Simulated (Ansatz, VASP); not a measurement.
# Two plane-wave programs on Mg

```
Mg
1.0
    -1.60056    1.60056    1.60056
     1.60056   -1.60056    1.60056
     1.60056    1.60056   -1.60056
Mg
1
Direct
  0.00000 0.00000 0.00000
```

This isn't the form of Mg at room conditions, which is hcp.

Alike in both runs: task single point; functional LDA; k mesh 15 × 15 × 15; no spin polarisation.

```csv
,VASP,Ansatz
version,VASP 6.6.1,Ansatz 0.2.0
potentials or method,"VASP PAW LDA potentials, release 64 (Mg)","PAW with Ansatz's default frozen-core files, scalar-relativistic"
plane-wave cutoff (eV),520,420
occupations,"methfessel-paxton of order 1, width 0.001 eV","cold, width 0.001 eV"
valence electrons in the cell,2,10
```

|  | VASP | Ansatz | Ansatz less VASP |
| --- | --- | --- | --- |
| gap on the k mesh at the Fermi level (eV) | none | none | - |
| pressure (GPa) | 18.1 | 18.4 | +0.24 |

A gap of «none» marks a metal or a gap that the smearing closes. The two sets of potentials don't hold the same shells in valence.

Caveats: so large a pressure means that the cell lies far from this level's equilibrium, or that cutoff or potentials fall short (VASP).
